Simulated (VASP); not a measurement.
# Zr (P-1) in VASP: further runs

The runs below take Zr through relaxation of cell and atoms, with PBEsol.

Program: VASP 6.6.1. These are calculated values, not measurements. Logs are shortened: lines on timing, memory, paths and dates and some standing lists are left out, and cuts for length are marked.

**1. The cell of the first run**

The typed cell holds 2 atoms: a = 3.232 Å, b = 3.232 Å, c = 5.147 Å, α = 90.00°, β = 90.00°, γ = 120.00°.

**2. Relaxation of cell and atoms, PBEsol (pressure_gpa = 0; atom 2 moved 0.06 Å)**

File INCAR:

```
ALGO = Normal
EDIFF = 1E-6
EDIFFG = -0.02
ENCUT = 600
GGA = PS
IBRION = 2
ISIF = 3
ISMEAR = -1
LASPH = True
LCHARG = False
LREAL = False
LWAVE = False
NELM = 80
NSW = 40
PREC = Accurate
PSTRESS = 0
SIGMA = 0.05
```

File KPOINTS:

```
k-points
0
Gamma
  9 9 5
```

File POSCAR:

```
Zr
1.0
    3.2319982200      0.0000000000      0.0000000000
   -1.6159991100      2.7989925700      0.0000000000
    0.0000000000      0.0000000000      5.1470000000
Zr
2
Direct
    0.3346542400      0.6741300100      0.2538998500
    0.6653457600      0.3258699900      0.7461001500
```

Potentials or basis: VASP PAW PBE potentials, release 64 (Zr_sv).

The run is started by

```console
$ cat potpaw_PBE.64/Zr_sv/POTCAR > POTCAR
$ mpirun -np 1 vasp_std > vasp.out
```

OUTCAR:

```text
EDIFF = 1E-6
   EDIFFG = -0.02
   ENCUT = 600
   GGA = PS
   IBRION = 2
   ISIF = 3
   ISMEAR = -1
   LASPH = True
   LREAL = False
   NELM = 80
   NSW = 40
   PREC = Accurate
   PSTRESS = 0

 ion  position               nearest neighbor table
   1  0.335  0.674  0.254-   2 3.12   2 3.15   2 3.17   2 3.19   2 3.22   2 3.23
   2  0.665  0.326  0.746-   1 3.12   1 3.15   1 3.17   1 3.19   1 3.22   1 3.23

  LATTYP: Found a hexagonal cell.
 ALAT       =     3.2319982200
 C/A-ratio  =     1.5925132533

  Lattice vectors:

 A1 = (   3.2319982200,   0.0000000000,   0.0000000000)
 A2 = (  -1.6159991100,   2.7989925700,   0.0000000000)
 A3 = (   0.0000000000,   0.0000000000,   5.1470000000)

Analysis of symmetry for initial positions (statically):
=====================================================================
 Subroutine PRICEL returns:
 Original cell was already a primitive cell.

 Routine SETGRP: Setting up the symmetry group for a
 hexagonal supercell.

 Subroutine GETGRP returns: Found  2 space group operations
 (whereof  2 operations were pure point group operations)
 out of a pool of 24 trial point group operations.

The static configuration has the point symmetry S_2 .

Analysis of symmetry for dynamics (positions and initial velocities):
=====================================================================
 Subroutine PRICEL returns:
 Original cell was already a primitive cell.

 Routine SETGRP: Setting up the symmetry group for a
 hexagonal supercell.

 Subroutine GETGRP returns: Found  2 space group operations
 (whereof  2 operations were pure point group operations)
 out of a pool of 24 trial point group operations.

The dynamic configuration has the point symmetry S_2 .

 Subroutine INISYM returns: Found  2 space group operations
 (whereof  2 operations are pure point group operations),
 and found     1 'primitive' translations

----------------------------------------------------------------------------------------

                                     Primitive cell

  volume of cell :      46.5615

  direct lattice vectors                    reciprocal lattice vectors
     3.231998220  0.000000000  0.000000000     0.309406111  0.178635701  0.000000000
    -1.615999110  2.798992570  0.000000000     0.000000000  0.357271402  0.000000000
     0.000000000  0.000000000  5.147000000     0.000000000  0.000000000  0.194287935

  length of vectors
     3.231998220  3.231998226  5.147000000     0.357271403  0.357271402  0.194287935

  position of ions in fractional coordinates (direct lattice)
     0.334654240  0.674130010  0.253899850
     0.665345760  0.325869990  0.746100150

  ion indices of the primitive-cell ions
   primitive index   ion index
                 1           1
                 2           2

----------------------------------------------------------------------------------------

 KPOINTS: k-points

Automatic generation of k-mesh.
 Grid dimensions read from file:
 generate k-points for:    9    9    5

 Generating k-lattice:

  Cartesian coordinates                     Fractional coordinates (reciprocal lattice)
     0.034378457  0.019848411  0.000000000     0.111111111 -0.000000000  0.000000000
     0.000000000  0.039696822  0.000000000     0.000000000  0.111111111  0.000000000
     0.000000000  0.000000000  0.038857587     0.000000000  0.000000000  0.200000000

  Length of vectors
     0.039696823  0.039696822  0.038857587

  Shift w.r.t. Gamma in fractional coordinates (k-lattice)
     0.000000000  0.000000000  0.000000000

 Subroutine IBZKPT returns following result:
 ===========================================

 Found    203 irreducible k-points:

 Following reciprocal coordinates:
            Coordinates               Weight
  0.000000  0.000000  0.000000      1.000000
  0.111111 -0.000000  0.000000      2.000000
  0.000000  0.111111  0.000000      2.000000
 -0.111111  0.111111  0.000000      2.000000
  0.222222 -0.000000  0.000000      2.000000
  0.000000  0.222222  0.000000      2.000000
[... 16 lines left out ...]
  0.333333  0.111111  0.000000      2.000000
 -0.111111  0.444444  0.000000      2.000000
 [... further k-points ...]
   k-points           NKPTS =    203   k-points in BZ     NKDIM =    203   number of bands    NBANDS=     16
   number of dos      NEDOS =    301   number of ions     NIONS =      2
   total plane-waves  NPLWV =  32928
   dimension x,y,z NGX =    28 NGY =   28 NGZ =   42
   dimension x,y,z NGXF=    56 NGYF=   56 NGZF=   84
   ions per type =               2
   NGX,Y,Z   is equivalent  to a cutoff of  14.40, 14.40, 13.57 a.u.
   NGXF,Y,Z  is equivalent  to a cutoff of  28.81, 28.81, 27.13 a.u.
 SYSTEM =  unknown system
   PREC   = accura    normal or accurate (medium, high low for compatibility)
   ISTART =      0    job   : 0-new  1-cont  2-samecut
   ICHARG =      2    charge: 1-file 2-atom 10-const
   ISPIN  =      1    spin polarized calculation?
   LNONCOLLINEAR =      F non collinear calculations
   LSORBIT =      F    spin-orbit coupling
   LASPH  =      T    aspherical Exc in radial PAW
   ENCUT  =  600.0 eV  44.10 Ry    6.64 a.u.   6.46  6.46 10.28*2*pi/ulx,y,z
   NELM   =     80;   NELMIN=  2; NELMDL= -5     # of ELM steps
   EDIFF  = 0.1E-05   stopping-criterion for ELM
   LREAL  =      F    real-space projection
   EDIFFG = -.2E-01   stopping-criterion for IOM
   NSW    =     40    number of steps for IOM
   IBRION =      2    ionic relax: 0-MD 1-quasi-New 2-CG
   NFREE  =      1    steps in history (QN), initial steepest desc. (CG)
   ISIF   =      3    stress and relaxation
   ISYM   =      2    0-nonsym 1-usesym 2-fastsym
   POTIM  = 0.5000    time-step for ionic-motion
   TEBEG  =    0.0;   TEEND  =   0.0 temperature during run
   PSTRESS=    0.0 pullay stress
   NELECT =      24.0000    total number of electrons
   NUPDOWN=      -1.0000    fix difference up-down
   EMIN   =  10.00;   EMAX   =-10.00  energy-range for DOS
   EFERMI =   0.00;   METHOD = LEGACY
   ISMEAR =    -1;   SIGMA  =   0.05  broadening in eV -4-tet -1-fermi 0-gaus
   EFERMI_NEDOS =   21; number of points for ismear=-14 and -15
   IALGO  =     38    algorithm
   IMIX   =      4    mixing-type and parameters
     AMIX     =   0.40;   BMIX     =  1.00
     AMIX_MAG =   1.60;   BMIX_MAG =  1.00
  volume/ion in A,a.u.               =      23.28       157.11
  Fermi-wavevector in a.u.,A,eV,Ry     =   1.312612  2.480476 23.442147  1.722949
  Thomas-Fermi vector in A             =   2.442992
   LORBIT       =      0    0 simple, 1 ext, 2 COOP (PROOUT), +10 PAW based schemes
   GGA     = PS    functional components
   LHFCALC =     F    Hartree Fock is set to
   AEXX    =    0.0000 exact exchange contribution
   IVDW    =     0    specifies the selected vdW correction
   LEPSILON=     F    determine dielectric tensor
   LRPA    =     F    only Hartree local field effects (RPA)
 conjugate gradient relaxation of ions
 non-spin polarized calculation
  energy-cutoff  :      600.00
  volume of cell :       46.56
 maximum number of plane-waves:      1572
 NGX is ok and might be reduce to    28
   NGX = 13   NGY = 13   NGZ = 21

--------------------------------------- Ionic step        1  -------------------------------------------

 number of electron      24.0000000 magnetization

 Free energy of the ion-electron system (eV)
  ---------------------------------------------------
  ext. energy  EPLUGINS =         0.00000000
  ---------------------------------------------------
  free energy    TOTEN  =       -18.15578299 eV

  energy without entropy =      -18.13978755  energy(sigma->0) =      -18.14778527

------------------------ aborting loop because EDIFF is reached ----------------------------------------

  FORCE on cell =-STRESS in cart. coord.  units (eV):
  Direction    XX          YY          ZZ          XY          YZ          ZX
  --------------------------------------------------------------------------------------
  -------------------------------------------------------------------------------------
  Total       -1.0959898     -0.9249478     -0.7356252      0.0287805      0.0030248     -0.0011207
  in kB      -37.7129133    -31.8273719    -25.3127982      0.9903351      0.1040816     -0.0385642
  external PRESSURE =     -31.6176945 kB  Pullay stress =       0.0000000 kB

 VOLUME and BASIS-vectors are now :
 -----------------------------------------------------------------------------
  energy-cutoff  :      600.00
  volume of cell :       46.56
      direct lattice vectors                 reciprocal lattice vectors
     3.231998220  0.000000000  0.000000000     0.309406111  0.178635701  0.000000000
    -1.615999110  2.798992570  0.000000000     0.000000000  0.357271402  0.000000000
     0.000000000  0.000000000  5.147000000     0.000000000  0.000000000  0.194287935
[... 181 lines left out ...]
 POSITION                                       TOTAL-FORCE (eV/Angst)
 -----------------------------------------------------------------------------------
     -0.00439      1.85959      1.28690         0.006115     -0.012238     -0.027568
      1.59186      0.90482      3.84809        -0.006115      0.012238      0.027568
 -----------------------------------------------------------------------------------
    total drift:                                0.000000     -0.000000      0.000000

  FREE ENERGIE OF THE ION-ELECTRON SYSTEM (eV)
  ---------------------------------------------------
  free  energy   TOTEN  =       -18.1763120549 eV

  energy  without entropy=      -18.1597435176  energy(sigma->0) =      -18.16802779

--------------------------------------- Ionic step        7  -------------------------------------------

 number of electron      24.0000000 magnetization

 Free energy of the ion-electron system (eV)
  ---------------------------------------------------
  ext. energy  EPLUGINS =         0.00000000
  ---------------------------------------------------
  free energy    TOTEN  =       -18.17652872 eV

  energy without entropy =      -18.15989714  energy(sigma->0) =      -18.16821293

 E-fermi :   9.2488     XC(G=0): -11.3625

 val. band max:        9.2463385452   @ k =  -0.1111  -0.2222  -0.4000
 cond. band min:       9.2500015677   @ k =   0.0000   0.0000   0.4000
 fundamental gap:      0.0036630224
 Fermi energy:         9.2488160530

 k-point     1 :       0.0000    0.0000    0.0000
  band No.  band energies     occupation
      1     -39.4126      2.00000
      2     -39.2404      2.00000
      3     -18.0174      2.00000
      4     -17.0495      2.00000
      5     -17.0279      2.00000
      6     -16.9075      2.00000
[... 8 lines left out ...]
     15      10.8345      0.00000
     16      10.8510      0.00000
[... 419 lines left out ...]
 k-point    24 :      -0.1111    0.4444    0.0000
  band No.  band energies     occupation
      1     -39.2680      2.00000
      2     -39.1980      2.00000
      3     -17.7355      2.00000
      4     -17.5886      2.00000
      5     -17.5808      2.00000
      6     -17.2836      2.00000
[... 8 lines left out ...]
     15      10.3624      0.00000
     16      13.0485      0.00000

 [... further k-points ...]
[... 5 lines left out ...]
  --------------------------------------------------------------------------------------
  -------------------------------------------------------------------------------------
  Total        0.0256044     -0.0011699     -0.0281406     -0.0050514      0.0000671      0.0000336
  in kB        0.9122151     -0.0416787     -1.0025747     -0.1799671      0.0023900      0.0011982
  external PRESSURE =      -0.0440128 kB  Pullay stress =       0.0000000 kB

 VOLUME and BASIS-vectors are now :
 -----------------------------------------------------------------------------
  energy-cutoff  :      600.00
  volume of cell :       44.97
      direct lattice vectors                 reciprocal lattice vectors
     3.173734161  0.002742800 -0.000004506     0.314930043  0.180751194  0.000003687
    -1.584491236  2.760722534 -0.000047935    -0.000312886  0.362044437  0.000006734
    -0.000005282 -0.000095427  5.130013304     0.000000274  0.000003542  0.194931268

 POSITION                                       TOTAL-FORCE (eV/Angst)
 -----------------------------------------------------------------------------------
     -0.00455      1.85850      1.28361         0.006356     -0.014328     -0.010454
      1.59379      0.90487      3.84636        -0.006356      0.014328      0.010454
 -----------------------------------------------------------------------------------
    total drift:                               -0.000000      0.000000     -0.000000

  FREE ENERGIE OF THE ION-ELECTRON SYSTEM (eV)
  ---------------------------------------------------
  free  energy   TOTEN  =       -18.1765287225 eV

  energy  without entropy=      -18.1598971386  energy(sigma->0) =      -18.16821293

 reached required accuracy - stopping structural energy minimisation
```

It took 4.3 min on 1 thread of Intel Xeon 6975P-C (Granite Rapids), shared host; peak memory 0.3 GiB.

Results:

| Property | Result |
| --- | --- |
| Free energy | -18.1765 eV |
| Relaxed volume | 22.49 Å³/atom |
| Relaxed cell | a = 3.174 Å, b = 3.183 Å, c = 5.130 Å, α = 90.00°, β = 90.00°, γ = 119.80° |
| Space group after relaxing (to 0.05 Å) | Cmcm (No. 63) |
| Energy gained by relaxing | 10.4 meV/atom |
| Ionic steps | 7 |
| Pressure after relaxing | 0.0 GPa |
| Largest force after relaxing | 0.019 eV/Å |
| Band gap on the k mesh | none (metal or under the smearing width) |

Forces in eV/Å, atoms in the order of the input:
```
Zr   0.006 -0.014 -0.010
Zr  -0.006  0.014  0.010
```

Stress tensor (GPa, compression positive):
```
 0.09 -0.02  0.00
-0.02  0.00  0.00
 0.00  0.00 -0.10
```

Step by step:
| step | energy change (eV) | largest force (eV/Å) | pressure (GPa) | volume (Å³) |
| --- | --- | --- | --- | --- |
| 1 | 0.0000 | 0.1518 | -3.16 | 46.56 |
| 2 | -0.0035 | 0.1489 | 3.47 | 43.53 |
| 3 | -0.0176 | 0.1535 | 0.17 | 44.94 |
| 4 | -0.0199 | 0.0866 | 0.08 | 44.95 |
| 5 | -0.0205 | 0.0336 | 0.02 | 44.95 |
| 6 | -0.0205 | 0.0308 | 0.02 | 44.95 |
| 7 | -0.0207 | 0.0188 | 0.00 | 44.97 |

Final structure:
```cif
data_structure
_symmetry_space_group_name_H-M 'P 1'
_symmetry_Int_Tables_number 1
_cell_length_a 3.1737
_cell_length_b 3.1831
_cell_length_c 5.1300
_cell_angle_alpha 90.002
_cell_angle_beta 90.000
_cell_angle_gamma 119.804
_cell_volume 44.97
loop_
_atom_site_label
_atom_site_type_symbol
_atom_site_fract_x
_atom_site_fract_y
_atom_site_fract_z
_atom_site_occupancy
Zr1 Zr 0.33450 0.67287 0.25022 1
Zr2 Zr 0.66550 0.32713 0.74978 1
```

Levels at points of the mesh, in eV from the Fermi level:
| k point | band 9 | band 10 | band 11 | band 12 | band 13 | band 14 | band 15 | band 16 |
| --- | --- | --- | --- | --- | --- | --- | --- | --- |
| (0.00, 0.00, 0.00) | -5.73 | -3.13 | 0.83 | 0.91 | 0.96 | 1.23 | 1.59 | 1.60 |

Caveat: the PAW data sets were made with another functional, which shifts forces and pressure a little.

(Part 1 of 3 ends here.)
